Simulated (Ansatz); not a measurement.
AlGaN2: frozen normal mode

These are results of DFT LDA, scalar-relativistic, plane waves, PAW in Ansatz, not measurements. Cutoff 420 eV, Γ-centred 8×8×4 k-points, Gaussian smearing of 0.05 eV. No spin polarisation. Energies are free energies at this smearing, counted from the undisturbed cell; pressure is positive in compression.

Zero of the scan (relaxed at this level; it needn't be the usual structure):

```
CELL_PARAMETERS angstrom
3.11529 0.00000 0.00000
0.00000 3.11529 0.00000
0.00000 0.00000 8.76866
ATOMIC_POSITIONS crystal
Al 0.50000 0.50000 0.25000
Al 0.50000 0.50000 0.75000
Ga 0.00000 0.00000 0.00000
Ga 0.00000 0.00000 0.50000
N 0.50000 0.00000 0.37003
N 0.50000 0.00000 0.87003
N 0.00000 0.50000 0.12997
N 0.00000 0.50000 0.62997
```

A zone-centre mode of this cell is frozen in: each atom moves by x times its row below, so x is the largest displacement.
```
atom ux uy uz
 Al1  0.000  0.000   0.000
 Al2  0.000  0.000   0.000
 Ga3  0.000  0.000   0.223
 Ga4  0.000  0.000  -0.223
  N5  0.000  0.000   1.000
  N6  0.000  0.000  -1.000
  N7  0.000  0.000  -1.000
  N8  0.000  0.000   1.000
```

```tsv
x (Å)	ΔE (meV/cell)	force along the mode (eV/Å)	pressure (GPa)	gap on the mesh (eV)
-0.3000	5278.7	32.57	15.9	0.24
-0.1500	1388.4	18.23	4.1	1.95
0.0000	0.0	0.00	0.0	3.05
0.0375	88.0	?	0.3	?
0.0750	351.0	-9.33	1.0	2.71
0.1125	786.1	-13.86	2.3	2.36
0.1875	2150.4	-22.37	6.4	1.52
0.2250	3062.2	-26.20	9.2	1.08
0.2625	4110.6	?	12.4	?
```

By symmetry 0.3000 repeats -0.3000, -0.2250 repeats 0.2250, 0.1500 repeats -0.1500, -0.0750 repeats 0.0750 in energy, with the opposite slope along the path.

Problem. Give the withheld values.

Solution. force along the mode (eV/Å) at x (Å) = 0.0375: -4.69; gap on the mesh (eV) at x (Å) = 0.0375: 2.96; force along the mode (eV/Å) at x (Å) = 0.2625: -29.64; gap on the mesh (eV) at x (Å) = 0.2625: 0.66.